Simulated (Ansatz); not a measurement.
# ZrSi6: what a guessed cell relaxes into, part 2 of 2

The task: take a trial cell of ZrSi6 to zero force and stress.

Ansatz 0.2.0; DFT PBE, scalar-relativistic, plane waves, PAW.

## 4. Full relaxation

The end of the coarse run is made exact in the group found at a tolerance of 0.06 Å and reduced to its primitive cell.

input.yaml

```yaml
crystal:
  lattice:
    - [5.6585807471, 0.0, 0.0]
    - [0.0, 5.6585807471, 0.0]
    - [0.0, 0.0, 5.6585807471]
  atoms:
    - { symbol: Zr, position: [0.0, 0.0, 0.0] }
    - { symbol: Si, position: [0.1973506849, 0.5, 0.5] }
    - { symbol: Si, position: [0.5, 0.1973506849, 0.5] }
    - { symbol: Si, position: [0.8026493151, 0.5, 0.5] }
    - { symbol: Si, position: [0.5, 0.8026493151, 0.5] }
    - { symbol: Si, position: [0.5, 0.5, 0.1973506849] }
    - { symbol: Si, position: [0.5, 0.5, 0.8026493151] }
basis:
  ecutwfc: 420
kpoints:
  mp_grid: { grid: [8, 8, 8] }
hamiltonian:
  xc: pbe
scf:
  occupations: { method: gaussian, width: 0.1 }
output:
  forces: true
  stress: true
  eigenvalues: true
  write_density: true
  write_potential: true
  elf: true
  volumetric_format: npy
relax:
  adjacent_minimum: "off"
  f_tol: 0.01
  max_steps: 80
  cell: { stress_tol: 0.05 }
```

The run is started by

```console
$ ansatz run input.yaml --threads 1 --pin off --max-ram 2048MiB --backend cpu --events-out ev --progress --plain --runs-dir out
```

Standard output:

```text
Warning: RAYON_NUM_THREADS=1 ignored (pool sized by the plan → 1); use --threads N
Engine: ansatz 0.2.0, aarch64-unknown-linux-gnu
Pseudopotentials: kind: paw
Pseudopotential: Zr, paw, valence charge 12, recommended cutoff 420 eV (normal), Zr.paw.azcp
Pseudopotential: Si, paw, valence charge 4, recommended cutoff 420 eV (normal), Si.paw.azcp
Functional definition: PBE
  parameter kappa = 0.804
  parameter beta = 0.06672455060314922
  exchange = pbe_x(kappa = kappa, mu = beta*pi^2/3)
  correlation = pbe_c(beta = beta)
Crystal: 7 atoms, lattice volume = 181.185 Å³
Basis set: ecut = 420 eV, 3575 PW (Γ), exchange–correlation on 80×80×80 points (8 copies of the dense FFT grid, shifted against one another)
Bands: 25, of which v1, the nominal top of the filled ones, is band 18 counted from 1 (17 counted from 0)
Symmetry: 48 space group operations
Space group: Pm-3m (ITA 221), of the structure as read, at distance tolerance 5.7e-5 Å
k-points: 35 of 512
Non-local potential: Zr, projectors of the file, l = 0: 3, l = 1: 2, l = 2: 2, l = 3: 2
Non-local potential: Si, projectors of the file, l = 0: 2, l = 1: 2, l = 2: 2
PAW form: soft (Blöchl's): semilocal exchange-correlation on the pseudo side does not see the compensation charge
PAW one-centre angular grid: Zr, 590 points (default); XC on 64 Gauss nodes
PAW one-centre angular grid: Si, 110 points (default); XC on 64 Gauss nodes
Initial density: superposition of atomic densities (neutral atoms: chi_scale 0, normalization atom), corrected by the library's trained network
Initial wavefunctions: pseudopotential atomic-orbital guess
Functional: x = pbe(κ = 0.804, μ = 0.2195149727645171), c = pbe(β = 0.06672455060314922)
SCF iter   1: F=—  HF=-7989.276508 eV  |F-HF|=—  |Δ(HF+E_count)|=         —  Δρ=1.22e-2  dr2=1.21e0  ethr=1.77e-3  ⟨swp⟩=6.4  Hψ=4641  notcnv=0
preconditioner: auto → Kerker (q_TF=auto, 2.084 Å⁻¹)  [metal: Δε(μ)=0.039 eV  Ē_g=5.791 eV  σ=0.100 eV  W_gap=0.21  n_scr=26 (ndim 8)  ℏωp=14.6 eV  f_vac=0.000  D(μ)=5.69/eV (n_scr^D=32)]
SCF iter   2: F=—  HF=-7989.214864 eV  |F-HF|=—  |Δ(HF+E_count)|=   6.16e-2  Δρ=5.55e-3  dr2=2.25e-1  ethr=1.77e-3  ⟨swp⟩=1.1  Hψ=1157  notcnv=0
SCF iter   3: F=—  HF=-7989.207853 eV  |F-HF|=—  |Δ(HF+E_count)|=   7.01e-3  Δρ=1.41e-3  dr2=1.24e-2  ethr=6.24e-4  ⟨swp⟩=1.1  Hψ=874  notcnv=0
SCF iter   4: F=—  HF=-7989.209386 eV  |F-HF|=—  |Δ(HF+E_count)|=   1.53e-3  Δρ=1.27e-3  dr2=1.27e-2  ethr=3.44e-5  ⟨swp⟩=1.6  Hψ=905  notcnv=0
SCF iter   5: F=—  HF=-7989.208871 eV  |F-HF|=—  |Δ(HF+E_count)|=   5.15e-4  Δρ=3.07e-4  dr2=6.64e-4  ethr=3.44e-5  ⟨swp⟩=1.0  Hψ=868  notcnv=0
SCF iter   6: F=—  HF=-7989.208845 eV  |F-HF|=—  |Δ(HF+E_count)|=   2.59e-5  Δρ=1.71e-5  dr2=9.71e-7  ethr=1.84e-6  ⟨swp⟩=1.1  Hψ=873  notcnv=0
SCF iter   7: F=—  HF=-7989.208792 eV  |F-HF|=—  |Δ(HF+E_count)|=   5.27e-5  Δρ=1.69e-5  dr2=2.54e-6  ethr=2.78e-10  ⟨swp⟩=12.7  Hψ=7231  notcnv=0
SCF iter   8: F=-7989.208792 eV  HF=-7989.208792 eV  |F-HF|=8.14e-8  |Δ(HF+E_count)|=   1.41e-7  Δρ=3.86e-6  dr2=9.57e-8  ethr=2.78e-10  ⟨swp⟩=7.4  Hψ=5874  notcnv=0
SCF 1 converged in 8 iterations: F = -7989.208792 eV  dr2 = 9.57e-8
relax step   1: F+E_penalty+E_count = -7989.20879204 eV  Δ(F+E_penalty+E_count) = +0.000e0 eV  max|allowed force component| = 7.657e-2 eV/Å  Δτ_max = 0.0000 Å  P = +1.132 GPa  Ω = 181.185 Å³  (8 SCF iters, dr2 threshold 1.00e-7 eV, accepted)
Crystal: 7 atoms, lattice volume = 183.317 Å³
Basis set: ecut = 420 eV, 3695 PW (Γ), exchange–correlation on 80×80×80 points (8 copies of the dense FFT grid, shifted against one another)
Initial density: handed on by an earlier stage of this run
Initial wavefunctions: those handed on with the density
iter 1 solved again at ethr=3.23e-5 eV; its pass at ethr=3.10e-3 eV (dr2=1.16e-2 eV) is discarded
SCF iter   1: F=—  HF=-7989.222165 eV  |F-HF|=—  |Δ(HF+E_count)|=         —  Δρ=1.18e-3  dr2=1.25e-2  ethr=3.23e-5  ⟨swp⟩=1.6  Hψ=4201  notcnv=0
preconditioner: auto → Kerker (q_TF=auto, 2.080 Å⁻¹)  [metal: Δε(μ)=0.006 eV  Ē_g=5.624 eV  σ=0.100 eV  W_gap=0.03  n_scr=26 (ndim 8)  ℏωp=14.5 eV  f_vac=0.000  D(μ)=9.57/eV (n_scr^D=80)]
SCF iter   2: F=—  HF=-7989.221480 eV  |F-HF|=—  |Δ(HF+E_count)|=   6.85e-4  Δρ=5.55e-4  dr2=2.30e-3  ethr=3.23e-5  ⟨swp⟩=1.0  Hψ=875  notcnv=0
SCF iter   3: F=—  HF=-7989.221300 eV  |F-HF|=—  |Δ(HF+E_count)|=   1.80e-4  Δρ=9.92e-5  dr2=2.07e-5  ethr=6.39e-6  ⟨swp⟩=1.0  Hψ=875  notcnv=0
SCF iter   4: F=—  HF=-7989.221267 eV  |F-HF|=—  |Δ(HF+E_count)|=   3.27e-5  Δρ=2.51e-5  dr2=2.13e-6  ethr=5.74e-8  ⟨swp⟩=2.1  Hψ=1345  notcnv=0
iter 5 did not close the SCF: its close was put off for the readings that it lacked (scf_convergence_deferred on its scf_iter line)
SCF iter   5: F=-7989.221268 eV  HF=-7989.221268 eV  |F-HF|=4.22e-9  |Δ(HF+E_count)|=   2.82e-7  Δρ=7.66e-6  dr2=2.39e-7  ethr=5.91e-9  ⟨swp⟩=2.4  Hψ=1457  notcnv=0
SCF iter   6: F=-7989.221268 eV  HF=-7989.221268 eV  |F-HF|=4.81e-9  |Δ(HF+E_count)|=   3.96e-8  Δρ=3.11e-6  dr2=2.74e-8  ethr=6.63e-10  ⟨swp⟩=7.1  Hψ=5708  notcnv=0
SCF 2 converged in 6 iterations: F = -7989.221268 eV  dr2 = 2.74e-8
relax step   2: F+E_penalty+E_count = -7989.22126770 eV  Δ(F+E_penalty+E_count) = -1.248e-2 eV  max|allowed force component| = 5.643e-2 eV/Å  Δτ_max = 0.0023 Å  P = +0.641 GPa  Ω = 183.317 Å³  energy of the carried Pulay correction = -2.076e-4 eV  (6 SCF iters, dr2 threshold 7.00e-7 eV, accepted)
Crystal: 7 atoms, lattice volume = 186.253 Å³
Basis set: ecut = 420 eV, 3743 PW (Γ), exchange–correlation on 80×80×80 points (8 copies of the dense FFT grid, shifted against one another)
iter 1 solved again at ethr=5.51e-5 eV; its pass at ethr=3.10e-3 eV (dr2=1.98e-2 eV) is discarded
SCF iter   1: F=—  HF=-7989.229287 eV  |F-HF|=—  |Δ(HF+E_count)|=         —  Δρ=1.57e-3  dr2=2.15e-2  ethr=5.51e-5  ⟨swp⟩=1.7  Hψ=4275  notcnv=0
preconditioner: auto → Kerker (q_TF=auto, 2.075 Å⁻¹)  [metal: Δε(μ)=0.020 eV  Ē_g=5.562 eV  σ=0.100 eV  W_gap=0.11  n_scr=26 (ndim 8)  ℏωp=14.4 eV  f_vac=0.000  D(μ)=9.22/eV (n_scr^D=80)]
SCF iter   2: F=—  HF=-7989.228079 eV  |F-HF|=—  |Δ(HF+E_count)|=   1.21e-3  Δρ=7.64e-4  dr2=4.29e-3  ethr=5.51e-5  ⟨swp⟩=1.0  Hψ=875  notcnv=0
SCF iter   3: F=—  HF=-7989.227730 eV  |F-HF|=—  |Δ(HF+E_count)|=   3.49e-4  Δρ=1.24e-4  dr2=3.39e-5  ethr=1.19e-5  ⟨swp⟩=1.0  Hψ=876  notcnv=0
SCF iter   4: F=—  HF=-7989.227729 eV  |F-HF|=—  |Δ(HF+E_count)|=   4.36e-7  Δρ=3.63e-5  dr2=4.46e-6  ethr=9.41e-8  ⟨swp⟩=2.1  Hψ=1345  notcnv=0
iter 5 did not close the SCF: its close was put off for the readings that it lacked (scf_convergence_deferred on its scf_iter line)
SCF iter   5: F=-7989.227730 eV  HF=-7989.227730 eV  |F-HF|=3.85e-8  |Δ(HF+E_count)|=   5.89e-7  Δρ=1.20e-5  dr2=5.28e-7  ethr=1.24e-8  ⟨swp⟩=2.2  Hψ=1277  notcnv=0
SCF iter   6: F=-7989.227730 eV  HF=-7989.227730 eV  |F-HF|=1.63e-8  |Δ(HF+E_count)|=   3.87e-8  Δρ=4.65e-6  dr2=6.40e-8  ethr=1.47e-9  ⟨swp⟩=7.2  Hψ=5924  notcnv=0
SCF 3 converged in 6 iterations: F = -7989.227730 eV  dr2 = 6.40e-8
relax step   3: F+E_penalty+E_count = -7989.22772972 eV  Δ(F+E_penalty+E_count) = -6.462e-3 eV  max|allowed force component| = 1.731e-2 eV/Å  Δτ_max = 0.0047 Å  P = +0.044 GPa  Ω = 186.253 Å³  energy of the carried Pulay correction = -4.897e-4 eV  (6 SCF iters, dr2 threshold 7.00e-7 eV, accepted)
[... 11 lines left out ...]
relax step   4: F+E_penalty+E_count = -7989.22773472 eV  Δ(F+E_penalty+E_count) = -5.003e-6 eV  max|allowed force component| = 1.344e-2 eV/Å  Δτ_max = 0.0008 Å  P = -0.021 GPa  Ω = 186.436 Å³  energy of the carried Pulay correction = -5.071e-4 eV  (6 SCF iters, dr2 threshold 1.87e-8 eV, accepted)
[... 12 lines left out ...]
relax step   5: F+E_penalty+E_count = -7989.22775760 eV  Δ(F+E_penalty+E_count) = -2.287e-5 eV  max|allowed force component| = 1.223e-5 eV/Å  Δτ_max = 0.0004 Å  P = -0.000 GPa  Ω = 186.390 Å³  energy of the carried Pulay correction = -5.027e-4 eV  (6 SCF iters, accepted)
Initial wavefunctions: pseudopotential atomic-orbital guess (no wavefunctions were taken with the density)
iter 1 solved again at ethr=1.45e-6 eV; its pass at ethr=3.10e-3 eV (dr2=5.21e-4 eV) is discarded
SCF iter   1: F=—  HF=-7989.228354 eV  |F-HF|=—  |Δ(HF+E_count)|=         —  Δρ=1.96e-5  dr2=7.77e-8  ethr=1.45e-6  ⟨swp⟩=3.0  Hψ=6742  notcnv=0
eigensolver tolerance schedule: the retry pair's looser diagonalisation over-reported the residual by 6701.60 of it (diagonalisation noise at an unbounded share of the residual, at the tolerance the schedule requests for it); recorded, not acted on — ethr = c·dr2/N_el stays at c = 1.0e-1
preconditioner: auto → Kerker (q_TF=auto, 2.074 Å⁻¹)  [metal: Δε(μ)=0.010 eV  Ē_g=5.579 eV  σ=0.100 eV  W_gap=0.06  n_scr=26 (ndim 8)  ℏωp=14.4 eV  f_vac=0.000  D(μ)=8.79/eV (n_scr^D=80)]
SCF iter   2: F=—  HF=-7989.228344 eV  |F-HF|=—  |Δ(HF+E_count)|=   1.07e-5  Δρ=1.00e-5  dr2=4.51e-8  ethr=2.16e-10  ⟨swp⟩=3.1  Hψ=2026  notcnv=0
SCF iter   3: F=—  HF=-7989.228344 eV  |F-HF|=—  |Δ(HF+E_count)|=   5.80e-7  Δρ=3.82e-6  dr2=4.95e-9  ethr=1.25e-10  ⟨swp⟩=2.0  Hψ=1520  notcnv=0
iter 4 did not close the SCF: its close was put off for the readings that it lacked (scf_convergence_deferred on its scf_iter line)
SCF iter   4: F=-7989.228344 eV  HF=-7989.228344 eV  |F-HF|=4.73e-11  |Δ(HF+E_count)|=   9.02e-8  Δρ=2.11e-7  dr2=5.02e-11  ethr=1.38e-11  ⟨swp⟩=2.1  Hψ=1378  notcnv=0
iter 5 did not close the SCF: its close was put off for the readings that it lacked (scf_convergence_deferred on its scf_iter line)
SCF iter   5: F=-7989.228344 eV  HF=-7989.228344 eV  |F-HF|=8.19e-12  |Δ(HF+E_count)|=  5.18e-11  Δρ=6.45e-8  dr2=1.51e-11  ethr=1.00e-12  ⟨swp⟩=1.0  Hψ=875  notcnv=0
iter 6 did not close the SCF: its close was put off for the readings that it lacked (scf_convergence_deferred on its scf_iter line)
SCF iter   6: F=-7989.228344 eV  HF=-7989.228344 eV  |F-HF|=9.09e-13  |Δ(HF+E_count)|=  1.82e-12  Δρ=2.84e-8  dr2=1.94e-12  ethr=1.00e-12  ⟨swp⟩=1.0  Hψ=875  notcnv=0
iter 7 did not close the SCF: its close was put off for the readings that it lacked (scf_convergence_deferred on its scf_iter line)
SCF iter   7: F=-7989.228344 eV  HF=-7989.228344 eV  |F-HF|=9.09e-13  |Δ(HF+E_count)|=  3.64e-12  Δρ=1.42e-8  dr2=7.55e-13  ethr=1.00e-12  ⟨swp⟩=1.0  Hψ=875  notcnv=0
SCF iter   8: F=-7989.228344 eV  HF=-7989.228344 eV  |F-HF|=3.64e-12  |Δ(HF+E_count)|=  2.73e-12  Δρ=6.63e-9  dr2=1.49e-13  ethr=1.00e-12  ⟨swp⟩=3.1  Hψ=3033  notcnv=0
SCF 6 converged in 8 iterations: F = -7989.228344 eV  dr2 = 1.49e-13
relax step   6: F+E_penalty+E_count = -7989.22834441 eV  Δ(F+E_penalty+E_count) = -5.868e-4 eV  max|allowed force component| = 1.159e-4 eV/Å  Δτ_max = 0.0000 Å  P = +0.005 GPa  Ω = 186.390 Å³  stress off target by 5.00e-3 GPa  SCF on the basis re-selected at this cell (its energy is not comparable with the rows above)  (8 SCF iters)
basis re-selected at this cell: Δ(F+E_penalty+E_count) = -5.868e-4 eV, ΔP = +0.005 GPa vs the last step (what re-selecting the basis moved, of the pressure what is left beyond the Pulay correction that the steps carried, after the strain that the cell walked since its last selection, with what the two solves' SCF thresholds leave and, on support functions, any second-order correction that the steps lacked; it is no measure of the basis error at this ecutwfc). This SCF's stress stands 5.00e-3 GPa from its target on what of the cell is left free (relax.cell.stress_tol is 5.00e-2 GPa) and its largest allowed force component is 1.16e-4 eV/Å (relax.f_tol is 1.00e-2 eV/Å): within both
SCF converged after 8 iterations
Free energy (F): -7989.228344 eV
Harris-Foulkes:  -7989.228344 eV  (|F-HF|=3.64e-12)
Internal energy: -7989.184401 eV  (E = F + TS)
E sigma→0 (E₀):  -7989.206373 eV
Entropy (-TS):   -0.043943 eV (-6.278 meV/atom)
Fermi energy:    5.424362 eV
--- Per-component energies (eV) ---
  E_band       = -215.986385
  E_kinetic    = 563.908973
  E_local      = -1304.769477  (includes V_loc(G=0)·N_el)
  E_nonlocal   = 239.908948
  E_hartree    = 420.380453
  E_xc         = -486.319407
  E_vxc        = -462.276679  (∫ρ·V_xc dr)
  E_paw        = -6028.852717  (= ΣΔE_a)
  E_vpaw       = -93.519130  (= ΣTr[D̂ρ^β])
  E_aug_tail   = 0.000069  (compensation charges beyond the density's cutoff)
  E_ewald      = -1393.441243
  E_smearing   = -0.043943  (= −TS)
  E_closure    = -0.000000  (closes the sum)
  Σ components = -7989.228344   (vs F -7989.228344, Δ=0.00e0)
--- Forces (eV/Å), atoms counted from 1 ---
  atom   1  Zr     0.00000000     0.00000000     0.00000000
  atom   2  Si     0.00011588     0.00000000     0.00000000
  atom   3  Si     0.00000000     0.00011588     0.00000000
  atom   4  Si    -0.00011588    -0.00000000    -0.00000000
  atom   5  Si    -0.00000000    -0.00011588    -0.00000000
  atom   6  Si    -0.00000000    -0.00000000     0.00011588
  atom   7  Si     0.00000000     0.00000000    -0.00011588
  max |Σ_I F_I| component: 3.93e-17 eV/Å
--- Stress (GPa, compression-positive) ---
        0.005002       0.000000      -0.000000
        0.000000       0.005002      -0.000000
       -0.000000      -0.000000       0.005002
  P = ⅓ Tr σ = 0.0050 GPa (0.050 kbar)
--- Band table (eV; the first three rows and the last of 35) ---
  k-point 0: bands = ["-45.4314", "-23.3606", "-23.3606", "-23.3606", "-7.8072", "-2.3771", "-2.3771", "-2.3771", "-2.3623", "-2.3623", "-0.9600", "3.0187", "3.0187", "3.0187", "5.0378", "5.0830", "5.0830", "5.0830", "5.4065", "5.4065", "5.7727", "5.7727", "5.7727", "5.8478", "5.8478"]
  k-point 1: bands = ["-45.4314", "-23.3607", "-23.3606", "-23.3606", "-7.7796", "-3.1251", "-2.3637", "-2.3637", "-2.3570", "-1.7393", "-0.6850", "2.8144", "2.8144", "3.0353", "4.6968", "4.7452", "5.1929", "5.1929", "5.4434", "5.6071", "5.6071", "5.7284", "5.7503", "6.2557", "6.3298"]
  k-point 2: bands = ["-45.4314", "-23.3608", "-23.3606", "-23.3606", "-7.7087", "-3.7661", "-2.3443", "-2.3302", "-2.3302", "-1.4873", "0.1365", "2.4403", "2.4403", "3.0771", "4.2504", "4.3659", "5.0462", "5.0462", "5.5658", "5.6214", "6.0117", "6.0117", "6.1368", "6.6570", "6.8862"]
  k-point 34: bands = ["-45.4314", "-23.3609", "-23.3609", "-23.3609", "-7.1123", "-4.2234", "-4.2234", "-4.2234", "1.1718", "1.1718", "1.1718", "1.9048", "1.9048", "1.9048", "4.2030", "4.2030", "4.7825", "5.2236", "5.6087", "5.6087", "5.6087", "5.8153", "5.8153", "7.6305", "7.6305"]
--- Relaxed structure (5 steps of the walk, 5 accepted, 1 SCFs on fresh bases) ---
  F+E_penalty+E_count = -7989.22834441 eV   max|allowed force component| = 1.159e-4 eV/Å   (the final SCF, on the basis selected at the relaxed cell)
  cell:  # Å, volume = 186.3899 Å³
    - [5.71225318094671, 4.513898307157583e-34, -4.824855746095107e-34]
    - [4.513898307157583e-34, 5.71225318094671, -6.419766481290786e-35]
    - [3.109574389375224e-35, -6.419766481290786e-35, 5.71225318094671]
  atoms:
    - { symbol: Zr, position: [8.75900337915169e-20, 6.569252534363771e-20, 5.47437711196981e-20] }
    - { symbol: Si, position: [0.19850876398185852, 0.5000000000000001, 0.5000000000000001] }
    - { symbol: Si, position: [0.5000000000000001, 0.19850876398185852, 0.5000000000000001] }
    - { symbol: Si, position: [0.8014912360181415, 0.5000000000000001, 0.5000000000000001] }
    - { symbol: Si, position: [0.5000000000000001, 0.8014912360181415, 0.5000000000000001] }
    - { symbol: Si, position: [0.5000000000000001, 0.5000000000000001, 0.19850876398185852] }
    - { symbol: Si, position: [0.5000000000000001, 0.5000000000000001, 0.8014912360181415] }
```

Run time: 2.1 min. Hardware: 1 thread of Arm Neoverse N1, shared host; peak memory 0.48 GiB.

Relaxation path:

```csv
step,energy from step 1 (eV/cell),largest force component (eV/Å),pressure (GPa),volume (Å³)
1,0.0000,0.0766,1.13,181.19
2,-0.0125,0.0564,0.64,183.32
3,-0.0189,0.0173,0.04,186.25
4,-0.0189,0.0134,-0.02,186.44
5,-0.0190,0.0000,0.00,186.39
6,-0.0196,0.0001,0.01,186.39
```

Step 1 is the start. Step 6 repeats the geometry before it on a plane-wave basis chosen anew for that cell, so its energy need not be comparable with the rows above.

|  | before | after | change |
| --- | --- | --- | --- |
| a (Å) | 5.659 | 5.712 | +0.9 % |
| b (Å) | 5.659 | 5.712 | +0.9 % |
| c (Å) | 5.659 | 5.712 | +0.9 % |
| volume (Å³/atom) | 25.88 | 26.63 | +2.9 % |
| shortest distance (Å) | 2.233 | 2.268 | +1.5 % |
| space group (0.01 Å) | Pm-3m | Pm-3m | same |

The run keeps the 48 symmetry operations of the start, so it could not have lowered the symmetry.

Density in a lattice plane of the grid's cell (edges 5.71 and 5.71 Å, at 0.500 of the third edge), which holds Si.

Ten even steps from '0' (0.02 e/Å³) to '9' (0.57 e/Å³):
```
000000113579997531100000
000000123577777532100000
000001124553235542110000
000011235641014653211000
001112346763236764321110
122234567776567776543222
334456677777777777665443
666655677765556777655666
898522367654445676322589
998410257654345675201489
898522367654445676322589
666655677765556777655666
334456677777777777665443
122234567776567776543222
001112346763236764321110
000011235641014653211000
000001124553235542110000
000000123577777532100000
000000113579997531100000
000000013479997431000000
```
Columns run along the first of these edges and rows up along the second, over one cell in 24 and 20 even steps from the bottom left corner. Atoms in the plane (fractional): Si at (0.20, 0.50), Si at (0.80, 0.50), Si at (0.50, 0.20), Si at (0.50, 0.80).

ELF in the same plane.

Values, 12 rows by 12 columns:
```
0.09 0.09 0.14 0.32 0.63 0.77 0.77 0.77 0.63 0.32 0.14 0.09
0.10 0.14 0.24 0.49 0.69 0.42 0.51 0.42 0.69 0.49 0.24 0.14
0.23 0.32 0.49 0.64 0.77 0.49 0.29 0.49 0.77 0.64 0.49 0.32
0.57 0.63 0.69 0.77 0.75 0.64 0.46 0.64 0.75 0.77 0.69 0.63
0.84 0.77 0.42 0.49 0.64 0.44 0.33 0.44 0.64 0.49 0.42 0.77
0.90 0.77 0.51 0.29 0.46 0.33 0.21 0.33 0.46 0.29 0.51 0.77
0.84 0.77 0.42 0.49 0.64 0.44 0.33 0.44 0.64 0.49 0.42 0.77
0.57 0.63 0.69 0.77 0.75 0.64 0.46 0.64 0.75 0.77 0.69 0.63
0.23 0.32 0.49 0.64 0.77 0.49 0.29 0.49 0.77 0.64 0.49 0.32
0.10 0.14 0.24 0.49 0.69 0.42 0.51 0.42 0.69 0.49 0.24 0.14
0.09 0.09 0.14 0.32 0.63 0.77 0.77 0.77 0.63 0.32 0.14 0.09
0.09 0.09 0.10 0.23 0.57 0.84 0.90 0.84 0.57 0.23 0.10 0.09
```
Columns run along the first of these edges and rows up along the second, over one cell in 12 and 12 even steps from the bottom left corner. Atoms in the plane (fractional): Si at (0.20, 0.50), Si at (0.80, 0.50), Si at (0.50, 0.20), Si at (0.50, 0.80).

Both are smooth fields of the valence electrons: close to the nuclei they are not physical.

Outside the cores ELF peaks at 0.90 on the Si–Si line, 0.9 Å from Si.

## 5. Summary of results

The summary covers parts 1 to 2. Changes of volume or cell count from the first structure of part 1.

| quantity | value |
| --- | --- |
| symmetry at the end (tolerance 0.05 Å) | space group Pm-3m (No. 221) |
| conventional cell | a = 5.712 Å, b = 5.712 Å, c = 5.712 Å, α = 90.00°, β = 90.00°, γ = 90.00° |
| volume | 26.63 Å³/atom |
| energy over the elements | +1.36 eV/atom |
| gap on the mesh | none (metal) |

The space group Pm-3m (No. 221) is kept, and the volume per atom grows by 73.6 % from the first guess. The formation energy is positive, so the separate elements lie lower. No finished test with a distortion of lower symmetry is shown, so the end may be a saddle point.
